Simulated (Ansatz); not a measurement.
# CuGaSe2: the cell at several levels of theory, part 2 of 2

The system is CuGaSe2 as one 8-atom ordering (I4_1/amd) on the rocksalt lattice, a generated structure that needn't be the ground state.

Ansatz 0.2.0, plane waves. The steps go on from the part before.

## 3. Relaxation with r2SCAN

The cell of step 2 is the starting point.

The input, input.yaml:

```yaml
crystal:
  lattice:
    - [-2.6437831469, 2.6437831469, 5.3758277092]
    - [2.6437831469, -2.6437831469, 5.3758277092]
    - [2.6437831469, 2.6437831469, -5.3758277092]
  atoms:
    - { symbol: Cu, position: [0.75, 0.25, 0.5] }
    - { symbol: Se, position: [0.5002473167, 0.0002473167, 0.5] }
    - { symbol: Cu, position: [0.0, 0.0, 0.0] }
    - { symbol: Se, position: [0.7502473167, 0.7502473167, 0.0] }
    - { symbol: Ga, position: [0.25, 0.75, 0.5] }
    - { symbol: Se, position: [-0.0002473167, 0.4997526833, 0.5] }
    - { symbol: Ga, position: [0.5, 0.5, 0.0] }
    - { symbol: Se, position: [0.2497526833, 0.2497526833, 0.0] }
kpoints:
  mp_grid: { grid: [6, 6, 6] }
hamiltonian:
  xc: r2scan
scf:
  occupations: { method: fermi_dirac, width: 0.02 }
relax:
  f_tol: 0.005
  cell: {}
```

Command:

```console
> ansatz run input.yaml --threads 2 --pin off --max-ram 20275MiB --backend cpu --events-out ev --progress --plain --runs-dir out
```

The program printed:

```text
Engine: ansatz 0.2.0, x86_64-unknown-linux-gnu
Pseudopotentials: kind: paw
Pseudopotential: Cu, paw, valence charge 19, recommended cutoff 500 eV (meta_gga), Cu.paw.azcp
Pseudopotential: Se, paw, valence charge 16, recommended cutoff 500 eV (meta_gga), Se.paw.azcp
Pseudopotential: Ga, paw, valence charge 13, recommended cutoff 500 eV (meta_gga), Ga.paw.azcp
Functional definition: r2SCAN
  parameter k0 = 0.174
  parameter k1 = 0.065
  parameter a1 = 4.9479
  exchange = r2scan_x(k0 = k0, k1 = k1, a1 = a1)
  correlation = r2scan_c
Crystal: 8 atoms, lattice volume = 150.299 Å³
Basis set: ecut = 500 eV, 3827 PW (Γ), exchange–correlation on 192×192×192 points (64 copies of the dense FFT grid, shifted against one another)
Bands: 77, of which v1, the nominal top of the filled ones, is band 64 counted from 1 (63 counted from 0)
Symmetry: 16 space group operations
Space group: I41/amd (ITA 141), of the structure as read, at distance tolerance 5.3e-5 Å
k-points: 30 of 216
Non-local potential: Cu, projectors of the file, l = 0: 3, l = 1: 2, l = 2: 3, l = 3: 1
Non-local potential: Se, projectors of the file, l = 0: 2, l = 1: 2, l = 2: 3, l = 3: 1
Non-local potential: Ga, projectors of the file, l = 0: 2, l = 1: 2, l = 2: 3, l = 3: 1
PAW form: soft (Blöchl's): semilocal exchange-correlation on the pseudo side does not see the compensation charge
PAW frozen core: Cu, regenerated for the run's functional (the file was generated under x = pbe(κ = 0.804, μ = 0.2195149727645171), c = pbe(β = 0.06672455060314922))
PAW frozen core: Se, regenerated for the run's functional (the file was generated under x = pbe(κ = 0.804, μ = 0.2195149727645171), c = pbe(β = 0.06672455060314922))
PAW frozen core: Ga, regenerated for the run's functional (the file was generated under x = pbe(κ = 0.804, μ = 0.2195149727645171), c = pbe(β = 0.06672455060314922))
PAW one-centre angular grid: Cu, 590 points (default); XC on 160 Gauss nodes
PAW one-centre angular grid: Se, 590 points (default); XC on 160 Gauss nodes
PAW one-centre angular grid: Ga, 590 points (default); XC on 160 Gauss nodes
Initial density: superposition of atomic densities (neutral atoms: chi_scale 0, normalization atom), corrected by the library's trained network
Initial wavefunctions: pseudopotential atomic-orbital guess
Functional: x = r2scan, c = r2scan; τ floored in thin density (d = 2e-4 eV/Å³)
SCF iter   1: F=—  HF=-42757.929028 eV  |F-HF|=—  |Δ(HF+E_count)|=         —  Δρ=2.36e-2  dr2=5.16e-1  dr2_τ=1.01e-2  ethr=1.77e-3  ⟨swp⟩=5.3  Hψ=7556  notcnv=0  defer=1
preconditioner: auto → Kerker (q_TF=auto, 2.656 Å⁻¹)  [metal: Δε(μ)=0.032 eV  Ē_g=12.928 eV  σ=0.020 eV  W_gap=0.37  n_scr=44 (ndim 8)  ℏωp=25.7 eV  f_vac=0.008  D(μ)=3.59/eV (n_scr^D=22)]
SCF iter   2: F=—  HF=-42757.976866 eV  |F-HF|=—  |Δ(HF+E_count)|=   4.78e-2  Δρ=1.50e-2  dr2=2.08e-1  dr2_τ=3.62e-3  ethr=4.03e-4  ⟨swp⟩=2.2  Hψ=4810  notcnv=0  defer=178
SCF iter   3: F=—  HF=-42757.925588 eV  |F-HF|=—  |Δ(HF+E_count)|=   5.13e-2  Δρ=7.32e-3  dr2=6.24e-2  dr2_τ=4.57e-4  ethr=1.62e-4  ⟨swp⟩=2.0  Hψ=4266  notcnv=0  defer=178
SCF iter   4: F=—  HF=-42757.918012 eV  |F-HF|=—  |Δ(HF+E_count)|=   7.58e-3  Δρ=1.77e-3  dr2=4.59e-3  dr2_τ=6.84e-5  ethr=4.88e-5  ⟨swp⟩=2.0  Hψ=2840  notcnv=0  defer=121
automatic band count: iteration 4 solves 75 bands in place of 77: the levels show a gap, and the empty bands left out lie too high to hold charge; the band table lists the bands solved (type scf.n_extra_bands for more)
SCF iter   5: F=—  HF=-42757.917823 eV  |F-HF|=—  |Δ(HF+E_count)|=   1.89e-4  Δρ=1.17e-3  dr2=1.61e-3  dr2_τ=1.58e-5  ethr=3.59e-6  ⟨swp⟩=2.0  Hψ=3415  notcnv=0  defer=91
automatic band count: iteration 5 solves 74 bands in place of 75: the levels show a gap, and the empty bands left out lie too high to hold charge; the band table lists the bands solved (type scf.n_extra_bands for more)
SCF iter   6: F=—  HF=-42757.918305 eV  |F-HF|=—  |Δ(HF+E_count)|=   4.82e-4  Δρ=5.29e-4  dr2=3.15e-4  dr2_τ=6.57e-6  ethr=1.26e-6  ⟨swp⟩=2.0  Hψ=3025  notcnv=0  defer=91
SCF iter   7: F=—  HF=-42757.918196 eV  |F-HF|=—  |Δ(HF+E_count)|=   1.09e-4  Δρ=1.99e-4  dr2=4.92e-5  dr2_τ=4.16e-7  ethr=2.46e-7  ⟨swp⟩=2.0  Hψ=3824  notcnv=0  defer=91
SCF iter   8: F=—  HF=-42757.918180 eV  |F-HF|=—  |Δ(HF+E_count)|=   1.64e-5  Δρ=8.90e-5  dr2=8.50e-6  dr2_τ=7.52e-8  ethr=3.84e-8  ⟨swp⟩=2.0  Hψ=2896  notcnv=0  defer=91
SCF iter   9: F=—  HF=-42757.918181 eV  |F-HF|=—  |Δ(HF+E_count)|=   1.02e-6  Δρ=1.64e-5  dr2=6.30e-7  dr2_τ=1.05e-8  ethr=6.64e-9  ⟨swp⟩=2.6  Hψ=3583  notcnv=0  defer=91
SCF iter  10: F=-42757.918181 eV  HF=-42757.918181 eV  |F-HF|=1.16e-8  |Δ(HF+E_count)|=   4.08e-8  Δρ=4.75e-6  dr2=5.77e-8  dr2_τ=5.36e-10  ethr=7.81e-11  ⟨swp⟩=3.0  Hψ=7737  notcnv=0
SCF 1 converged in 10 iterations: F = -42757.918181 eV  dr2 = 5.77e-8
relax step   1: F+E_penalty+E_count = -42757.91818088 eV  Δ(F+E_penalty+E_count) = +0.000e0 eV  max|allowed force component| = 1.275e-1 eV/Å  Δτ_max = 0.0000 Å  P = -2.329 GPa  Ω = 150.299 Å³  (10 SCF iters, dr2 threshold 1.00e-7 eV, accepted)
Crystal: 8 atoms, lattice volume = 144.950 Å³
Basis set: ecut = 500 eV, 3675 PW (Γ), exchange–correlation on 192×192×192 points (64 copies of the dense FFT grid, shifted against one another)
Initial density: handed on by an earlier stage of this run
Initial wavefunctions: those handed on with the density
iter 1 solved again at ethr=8.15e-6 eV; its pass at ethr=3.10e-3 eV (dr2=1.04e-2 eV) is discarded
SCF iter   1: F=—  HF=-42757.883146 eV  |F-HF|=—  |Δ(HF+E_count)|=         —  Δρ=3.08e-3  dr2=1.05e-2  dr2_τ=3.89e-2  ethr=8.15e-6  ⟨swp⟩=2.1  Hψ=9899  notcnv=0
automatic band count: iteration 1 solves 74 bands in place of 77: the levels show a gap, and the empty bands left out lie too high to hold charge; the band table lists the bands solved (type scf.n_extra_bands for more)
preconditioner: auto → Kerker (q_TF=auto, 2.672 Å⁻¹)  [metal: Δε(μ)=0.051 eV  Ē_g=12.240 eV  σ=0.020 eV  W_gap=0.50  n_scr=36 (ndim 8)  ℏωp=26.2 eV  f_vac=0.005  D(μ)=2.75/eV (n_scr^D=14)]
SCF iter   2: F=—  HF=-42757.957271 eV  |F-HF|=—  |Δ(HF+E_count)|=   7.41e-2  Δρ=3.26e-3  dr2=1.01e-2  dr2_τ=8.58e-5  ethr=8.15e-6  ⟨swp⟩=5.0  Hψ=6531  notcnv=0  defer=132
automatic band count: iteration 2 solves 77 bands in place of 74: the levels no longer show a gap clear of their residuals, so the SCF keeps every band
SCF iter   3: F=—  HF=-42757.955590 eV  |F-HF|=—  |Δ(HF+E_count)|=   1.68e-3  Δρ=1.17e-3  dr2=1.27e-3  dr2_τ=2.75e-5  ethr=7.90e-6  ⟨swp⟩=2.0  Hψ=3294  notcnv=0  defer=174
SCF iter   4: F=—  HF=-42757.955579 eV  |F-HF|=—  |Δ(HF+E_count)|=   1.06e-5  Δρ=7.49e-4  dr2=5.96e-4  dr2_τ=6.01e-6  ethr=9.91e-7  ⟨swp⟩=1.3  Hψ=2141  notcnv=0  defer=174
SCF iter   5: F=—  HF=-42757.955643 eV  |F-HF|=—  |Δ(HF+E_count)|=   6.42e-5  Δρ=2.37e-4  dr2=5.92e-5  dr2_τ=6.12e-7  ethr=4.66e-7  ⟨swp⟩=2.0  Hψ=3386  notcnv=0  defer=174
SCF iter   6: F=—  HF=-42757.955643 eV  |F-HF|=—  |Δ(HF+E_count)|=   8.57e-8  Δρ=1.31e-4  dr2=2.37e-5  dr2_τ=1.83e-7  ethr=4.62e-8  ⟨swp⟩=2.0  Hψ=3766  notcnv=0  defer=174
SCF iter   7: F=—  HF=-42757.955644 eV  |F-HF|=—  |Δ(HF+E_count)|=   9.60e-7  Δρ=8.18e-5  dr2=6.16e-6  dr2_τ=5.74e-8  ethr=1.85e-8  ⟨swp⟩=2.0  Hψ=3217  notcnv=0  defer=174
SCF iter   8: F=-42757.955642 eV  HF=-42757.955643 eV  |F-HF|=3.13e-7  |Δ(HF+E_count)|=   1.34e-6  Δρ=2.13e-5  dr2=6.17e-7  dr2_τ=3.28e-9  ethr=6.25e-10  ⟨swp⟩=3.0  Hψ=8756  notcnv=0
SCF 2 converged in 8 iterations: F = -42757.955642 eV  dr2 = 6.17e-7
relax step   2: F+E_penalty+E_count = -42757.95564237 eV  Δ(F+E_penalty+E_count) = -3.746e-2 eV  max|allowed force component| = 2.157e-2 eV/Å  Δτ_max = 0.0218 Å  P = +0.665 GPa  Ω = 144.950 Å³  energy of the carried Pulay correction = +1.464e-3 eV  (8 SCF iters, dr2 threshold 8.00e-7 eV, accepted)
Crystal: 8 atoms, lattice volume = 146.048 Å³
Basis set: ecut = 500 eV, 3723 PW (Γ), exchange–correlation on 192×192×192 points (64 copies of the dense FFT grid, shifted against one another)
iter 1 solved again at ethr=7.40e-7 eV; its pass at ethr=3.10e-3 eV (dr2=9.47e-4 eV) is discarded
SCF iter   1: F=—  HF=-42757.955031 eV  |F-HF|=—  |Δ(HF+E_count)|=         —  Δρ=8.44e-4  dr2=7.36e-4  dr2_τ=1.60e-3  ethr=7.40e-7  ⟨swp⟩=2.1  Hψ=9525  notcnv=0
preconditioner: auto → Kerker (q_TF=auto, 2.669 Å⁻¹)  [metal: Δε(μ)=0.016 eV  Ē_g=12.949 eV  σ=0.020 eV  W_gap=0.19  n_scr=36 (ndim 8)  ℏωp=26.1 eV  f_vac=0.009  D(μ)=3.69/eV (n_scr^D=30)]
SCF iter   2: F=—  HF=-42757.958297 eV  |F-HF|=—  |Δ(HF+E_count)|=   3.27e-3  Δρ=9.03e-4  dr2=7.60e-4  dr2_τ=5.02e-6  ethr=5.75e-7  ⟨swp⟩=2.0  Hψ=4620  notcnv=0
SCF iter   3: F=—  HF=-42757.958147 eV  |F-HF|=—  |Δ(HF+E_count)|=   1.50e-4  Δρ=2.34e-4  dr2=5.29e-5  dr2_τ=8.02e-7  ethr=5.75e-7  ⟨swp⟩=2.0  Hψ=2742  notcnv=0
SCF iter   4: F=—  HF=-42757.958140 eV  |F-HF|=—  |Δ(HF+E_count)|=   7.55e-6  Δρ=1.04e-4  dr2=1.25e-5  dr2_τ=3.42e-7  ethr=4.13e-8  ⟨swp⟩=2.3  Hψ=3289  notcnv=0
SCF iter   5: F=—  HF=-42757.958142 eV  |F-HF|=—  |Δ(HF+E_count)|=   1.88e-6  Δρ=3.27e-5  dr2=1.37e-6  dr2_τ=2.39e-8  ethr=9.75e-9  ⟨swp⟩=2.0  Hψ=3417  notcnv=0
SCF iter   6: F=-42757.958142 eV  HF=-42757.958142 eV  |F-HF|=8.45e-8  |Δ(HF+E_count)|=   2.82e-7  Δρ=1.69e-5  dr2=4.70e-7  dr2_τ=5.81e-9  ethr=6.25e-10  ⟨swp⟩=4.0  Hψ=7201  notcnv=0
SCF 3 converged in 6 iterations: F = -42757.958142 eV  dr2 = 4.70e-7
relax step   3: F+E_penalty+E_count = -42757.95814186 eV  Δ(F+E_penalty+E_count) = -2.499e-3 eV  max|allowed force component| = 2.348e-2 eV/Å  Δτ_max = 0.0017 Å  P = +0.025 GPa  Ω = 146.048 Å³  energy of the carried Pulay correction = +1.159e-3 eV  (6 SCF iters, dr2 threshold 8.00e-7 eV, accepted)
Crystal: 8 atoms, lattice volume = 146.116 Å³
Basis set: ecut = 500 eV, 3691 PW (Γ), exchange–correlation on 192×192×192 points (64 copies of the dense FFT grid, shifted against one another)
iter 1 solved again at ethr=1.57e-7 eV; its pass at ethr=3.10e-3 eV (dr2=2.01e-4 eV) is discarded
SCF iter   1: F=—  HF=-42757.958455 eV  |F-HF|=—  |Δ(HF+E_count)|=         —  Δρ=4.57e-4  dr2=1.92e-4  dr2_τ=4.15e-4  ethr=1.57e-7  ⟨swp⟩=2.0  Hψ=9483  notcnv=0
preconditioner: auto → Kerker (q_TF=auto, 2.669 Å⁻¹)  [metal: Δε(μ)=0.030 eV  Ē_g=12.956 eV  σ=0.020 eV  W_gap=0.32  n_scr=36 (ndim 8)  ℏωp=26.1 eV  f_vac=0.009  D(μ)=3.70/eV (n_scr^D=30)]
SCF iter   2: F=—  HF=-42757.958869 eV  |F-HF|=—  |Δ(HF+E_count)|=   4.15e-4  Δρ=3.15e-4  dr2=8.23e-5  dr2_τ=1.11e-6  ethr=1.50e-7  ⟨swp⟩=2.0  Hψ=4242  notcnv=0
SCF iter   3: F=—  HF=-42757.958830 eV  |F-HF|=—  |Δ(HF+E_count)|=   3.92e-5  Δρ=2.10e-4  dr2=4.00e-5  dr2_τ=3.67e-7  ethr=6.43e-8  ⟨swp⟩=2.0  Hψ=4235  notcnv=0
SCF iter   4: F=—  HF=-42757.958829 eV  |F-HF|=—  |Δ(HF+E_count)|=   1.42e-6  Δρ=8.08e-5  dr2=5.73e-6  dr2_τ=1.04e-7  ethr=3.13e-8  ⟨swp⟩=2.0  Hψ=2587  notcnv=0
SCF iter   5: F=—  HF=-42757.958830 eV  |F-HF|=—  |Δ(HF+E_count)|=   1.64e-6  Δρ=2.66e-5  dr2=8.74e-7  dr2_τ=1.54e-8  ethr=4.48e-9  ⟨swp⟩=2.2  Hψ=3213  notcnv=0
SCF iter   6: F=—  HF=-42757.958831 eV  |F-HF|=—  |Δ(HF+E_count)|=   5.11e-7  Δρ=8.66e-6  dr2=1.33e-7  dr2_τ=2.80e-9  ethr=6.83e-10  ⟨swp⟩=2.0  Hψ=3396  notcnv=0
SCF iter   7: F=-42757.958831 eV  HF=-42757.958831 eV  |F-HF|=1.27e-8  |Δ(HF+E_count)|=   3.81e-9  Δρ=4.74e-6  dr2=3.47e-8  dr2_τ=3.92e-10  ethr=9.14e-11  ⟨swp⟩=4.0  Hψ=7844  notcnv=0
SCF 4 converged in 7 iterations: F = -42757.958831 eV  dr2 = 3.47e-8
relax step   4: F+E_penalty+E_count = -42757.95883088 eV  Δ(F+E_penalty+E_count) = -6.890e-4 eV  max|allowed force component| = 9.942e-3 eV/Å  Δτ_max = 0.0052 Å  P = +0.017 GPa  Ω = 146.116 Å³  energy of the carried Pulay correction = +1.140e-3 eV  (7 SCF iters, dr2 threshold 1.17e-7 eV, accepted)
Crystal: 8 atoms, lattice volume = 146.189 Å³
iter 1 solved again at ethr=8.96e-8 eV; its pass at ethr=3.10e-3 eV (dr2=1.15e-4 eV) is discarded
SCF iter   1: F=—  HF=-42757.958777 eV  |F-HF|=—  |Δ(HF+E_count)|=         —  Δρ=3.44e-4  dr2=1.09e-4  dr2_τ=2.31e-4  ethr=8.96e-8  ⟨swp⟩=2.0  Hψ=9416  notcnv=0
preconditioner: auto → Kerker (q_TF=auto, 2.669 Å⁻¹)  [metal: Δε(μ)=0.008 eV  Ē_g=12.949 eV  σ=0.020 eV  W_gap=0.10  n_scr=36 (ndim 8)  ℏωp=26.1 eV  f_vac=0.009  D(μ)=3.88/eV (n_scr^D=30)]
SCF iter   2: F=—  HF=-42757.959016 eV  |F-HF|=—  |Δ(HF+E_count)|=   2.39e-4  Δρ=2.47e-4  dr2=5.15e-5  dr2_τ=6.26e-7  ethr=8.49e-8  ⟨swp⟩=2.0  Hψ=4237  notcnv=0
SCF iter   3: F=—  HF=-42757.959006 eV  |F-HF|=—  |Δ(HF+E_count)|=   9.95e-6  Δρ=1.49e-4  dr2=2.00e-5  dr2_τ=1.99e-7  ethr=4.02e-8  ⟨swp⟩=2.0  Hψ=4183  notcnv=0
SCF iter   4: F=—  HF=-42757.958982 eV  |F-HF|=—  |Δ(HF+E_count)|=   2.41e-5  Δρ=5.91e-5  dr2=3.08e-6  dr2_τ=5.53e-8  ethr=1.56e-8  ⟨swp⟩=2.1  Hψ=2647  notcnv=0
SCF iter   5: F=—  HF=-42757.958983 eV  |F-HF|=—  |Δ(HF+E_count)|=   8.97e-7  Δρ=2.06e-5  dr2=5.48e-7  dr2_τ=8.82e-9  ethr=2.41e-9  ⟨swp⟩=2.2  Hψ=3213  notcnv=0
SCF iter   6: F=—  HF=-42757.958983 eV  |F-HF|=—  |Δ(HF+E_count)|=   2.73e-7  Δρ=6.43e-6  dr2=7.88e-8  dr2_τ=1.53e-9  ethr=4.28e-10  ⟨swp⟩=3.0  Hψ=4074  notcnv=0
SCF iter   7: F=-42757.958983 eV  HF=-42757.958983 eV  |F-HF|=9.66e-9  |Δ(HF+E_count)|=   6.99e-9  Δρ=3.67e-6  dr2=1.95e-8  dr2_τ=2.42e-10  ethr=1.96e-11  ⟨swp⟩=4.0  Hψ=8151  notcnv=0
SCF 5 converged in 7 iterations: F = -42757.958983 eV  dr2 = 1.95e-8
relax step   5: F+E_penalty+E_count = -42757.95898290 eV  Δ(F+E_penalty+E_count) = -1.520e-4 eV  max|allowed force component| = 6.937e-4 eV/Å  Δτ_max = 0.0038 Å  P = +0.001 GPa  Ω = 146.189 Å³  energy of the carried Pulay correction = +1.120e-3 eV  (7 SCF iters, dr2 threshold 2.51e-8 eV, accepted)
Initial wavefunctions: pseudopotential atomic-orbital guess (no wavefunctions were taken with the density)
iter 1 solved again at ethr=1.50e-8 eV; its pass at ethr=3.10e-3 eV (dr2=1.92e-5 eV) is discarded
SCF iter   1: F=—  HF=-42757.957965 eV  |F-HF|=—  |Δ(HF+E_count)|=         —  Δρ=3.62e-5  dr2=5.71e-7  dr2_τ=8.17e-7  ethr=1.50e-8  ⟨swp⟩=3.0  Hψ=14329  notcnv=0
preconditioner: auto → Kerker (q_TF=auto, 2.669 Å⁻¹)  [metal: Δε(μ)=0.010 eV  Ē_g=12.949 eV  σ=0.020 eV  W_gap=0.12  n_scr=36 (ndim 8)  ℏωp=26.1 eV  f_vac=0.008  D(μ)=3.87/eV (n_scr^D=30)]
SCF iter   2: F=—  HF=-42757.957950 eV  |F-HF|=—  |Δ(HF+E_count)|=   1.52e-5  Δρ=5.84e-5  dr2=2.96e-6  dr2_τ=7.97e-8  ethr=4.46e-10  ⟨swp⟩=2.0  Hψ=4239  notcnv=0
SCF iter   3: F=—  HF=-42757.957950 eV  |F-HF|=—  |Δ(HF+E_count)|=   3.68e-7  Δρ=4.23e-5  dr2=1.57e-6  dr2_τ=3.00e-8  ethr=4.46e-10  ⟨swp⟩=2.0  Hψ=4241  notcnv=0
SCF iter   4: F=—  HF=-42757.957950 eV  |F-HF|=—  |Δ(HF+E_count)|=   4.69e-7  Δρ=6.87e-6  dr2=5.90e-8  dr2_τ=1.23e-9  ethr=4.46e-10  ⟨swp⟩=2.0  Hψ=4241  notcnv=0
SCF iter   5: F=—  HF=-42757.957950 eV  |F-HF|=—  |Δ(HF+E_count)|=   6.61e-9  Δρ=4.00e-6  dr2=1.17e-8  dr2_τ=1.37e-10  ethr=4.61e-11  ⟨swp⟩=2.0  Hψ=3395  notcnv=0
SCF iter   6: F=—  HF=-42757.957950 eV  |F-HF|=—  |Δ(HF+E_count)|=   1.31e-8  Δρ=2.20e-6  dr2=4.98e-9  dr2_τ=4.99e-11  ethr=9.11e-12  ⟨swp⟩=2.0  Hψ=4236  notcnv=0
SCF iter   7: F=—  HF=-42757.957950 eV  |F-HF|=—  |Δ(HF+E_count)|=  7.28e-12  Δρ=4.11e-7  dr2=3.31e-10  dr2_τ=3.59e-12  ethr=3.89e-12  ⟨swp⟩=2.0  Hψ=3394  notcnv=0
SCF iter   8: F=-42757.957950 eV  HF=-42757.957950 eV  |F-HF|=7.28e-12  |Δ(HF+E_count)|=    0.00e0  Δρ=1.53e-7  dr2=4.36e-11  dr2_τ=8.21e-13  ethr=1.00e-12  ⟨swp⟩=2.4  Hψ=8427  notcnv=0
SCF 6 converged in 8 iterations: F = -42757.957950 eV  dr2 = 4.36e-11
relax step   6: F+E_penalty+E_count = -42757.95795000 eV  Δ(F+E_penalty+E_count) = +1.033e-3 eV  max|allowed force component| = 6.500e-4 eV/Å  Δτ_max = 0.0000 Å  P = -0.006 GPa  Ω = 146.189 Å³  stress off target by 1.14e-2 GPa  SCF on the basis re-selected at this cell (its energy is not comparable with the rows above)  (8 SCF iters)
basis re-selected at this cell: Δ(F+E_penalty+E_count) = +1.033e-3 eV, ΔP = -0.007 GPa vs the last step (what re-selecting the basis moved, of the pressure what is left beyond the Pulay correction that the steps carried, after the strain that the cell walked since its last selection, with what the two solves' SCF thresholds leave and, on support functions, any second-order correction that the steps lacked; it is no measure of the basis error at this ecutwfc). This SCF's stress stands 1.14e-2 GPa from its target on what of the cell is left free (relax.cell.stress_tol is 5.00e-2 GPa) and its largest allowed force component is 6.50e-4 eV/Å (relax.f_tol is 5.00e-3 eV/Å): within both
SCF converged after 8 iterations
Free energy (F): -42757.957950 eV
Harris-Foulkes:  -42757.957950 eV  (|F-HF|=7.28e-12)
Internal energy: -42757.952969 eV  (E = F + TS)
E sigma→0 (E₀):  -42757.955459 eV
Entropy (-TS):   -0.004981 eV (-0.623 meV/atom)
Fermi energy:    11.107405 eV
--- Per-component energies (eV) ---
  E_band       = -2413.904647
  E_kinetic    = 1305.314302
  E_local      = -21914.033923  (includes V_loc(G=0)·N_el)
  E_nonlocal   = -711.486188
  E_hartree    = 10346.504466
  E_xc         = -682.238516
  E_vxc        = -784.609074  (∫ρ·V_xc dr)
  E_paw        = -15086.089607  (= ΣΔE_a)
  E_vpaw       = -1045.239968  (= ΣTr[D̂ρ^β])
  E_aug_tail   = -0.000613  (compensation charges beyond the density's cutoff)
  E_vtau       = 43.141650  (kinetic-family band-sum trace: ∫τ·v_τ [+ j·A + Jᵃ·Aᵃ] dr)
  E_ewald      = -16006.955455
  E_core_change = -8.967437  (= ΣΔE_core)
  E_smearing   = -0.004981  (= −TS)
  E_closure    = 0.000000  (closes the sum)
  Σ components = -42757.957950   (vs F -42757.957950, Δ=0.00e0)
--- Forces (eV/Å), atoms counted from 1 ---
  atom   1  Cu     0.00000000     0.00000000     0.00000000
  atom   2  Se     0.00000000     0.00000000    -0.00065001
  atom   3  Cu     0.00000000     0.00000000     0.00000000
  atom   4  Se     0.00000000     0.00000000    -0.00065001
  atom   5  Ga     0.00000000    -0.00000000     0.00000000
  atom   6  Se     0.00000000    -0.00000000     0.00065001
  atom   7  Ga    -0.00000000    -0.00000000     0.00000000
  atom   8  Se     0.00000000     0.00000000     0.00065001
  max |Σ_I F_I| component: 4.34e-19 eV/Å
--- Stress (GPa, compression-positive) ---
       -0.011371       0.000000       0.000000
        0.000000      -0.011371       0.000000
        0.000000       0.000000       0.003643
  P = ⅓ Tr σ = -0.0064 GPa (-0.064 kbar)
--- Relaxed structure (5 steps of the walk, 5 accepted, 1 SCFs on fresh bases) ---
  F+E_penalty+E_count = -42757.95795000 eV   max|allowed force component| = 6.500e-4 eV/Å   (the final SCF, on the basis selected at the relaxed cell)
  cell:  # Å, volume = 146.1886 Å³
    - [-2.6142999500225446, 2.6142999500225446, 5.34739891696108]
    - [2.6142999500225446, -2.6142999500225446, 5.34739891696108]
    - [2.6142999500225446, 2.6142999500225446, -5.34739891696108]
  atoms:
    - { symbol: Cu, position: [0.7499999999999999, 0.25000000000000006, 0.49999999999999994] }
    - { symbol: Se, position: [0.49721895576913305, -0.0027810442308669374, 0.5] }
    - { symbol: Cu, position: [1.6638680416966919e-19, 1.6638680416966895e-19, -2.0939654796153973e-34] }
    - { symbol: Se, position: [0.7472189557691332, 0.7472189557691332, -3.264932140007182e-34] }
    - { symbol: Ga, position: [0.25000000000000006, 0.7499999999999999, 0.49999999999999994] }
    - { symbol: Se, position: [0.002781044230866937, 0.5027810442308669, 0.5] }
    - { symbol: Ga, position: [0.5, 0.5, -1.3950136303839706e-34] }
    - { symbol: Se, position: [0.25278104423086695, 0.25278104423086695, 5.885823724281717e-34] }
```

It took 79 s on 2 threads of AMD EPYC 7R13 (Zen 3), shared host; peak memory 1.3 GiB.

The path of the relaxation:

```csv
step,energy change (meV/atom),largest force (eV/Å),pressure (GPa),volume (Å³/atom)
1,0.0,0.1275,-2.33,18.787
2,-4.7,0.0216,0.66,18.119
3,-5.0,0.0235,0.02,18.256
4,-5.1,0.0099,0.02,18.265
5,-5.1,0.0007,0.00,18.274
6,-5.0,0.0006,-0.01,18.274
```

Step 6 solves the same cell on a plane-wave basis chosen anew, so the energy can jump there without a move.

The table lists every geometry solved, with passes on a fresh basis, whose energies don't compare exactly with the rows above.

```
                         before     after   change
                a (Å)     5.288     5.229  -1.12 %
                c (Å)    10.752    10.695  -0.53 %
     volume (Å³/atom)    18.787    18.274  -2.74 %
shortest distance (Å)     2.644     2.614  -1.11 %
          space group  I4_1/amd  I4_1/amd     same
```

## 4. The cells side by side

This closing draws on all 2 parts.

| level | a (Å) | c (Å) | volume (Å³/atom) | space group | SCF geometries |
| --- | --- | --- | --- | --- | --- |
| PBE | 5.288 | 10.752 | 18.787 | I4_1/amd | 5 |
| r2SCAN | 5.229 | 10.695 | 18.274 | I4_1/amd | 6 |

**Reading.** From the start to the first minimum the volume moved by +9.9 %. The volume runs from r2SCAN (least) to PBE (most), a spread of 2.8 %, or 0.9 % in length if all axes shared it alike.
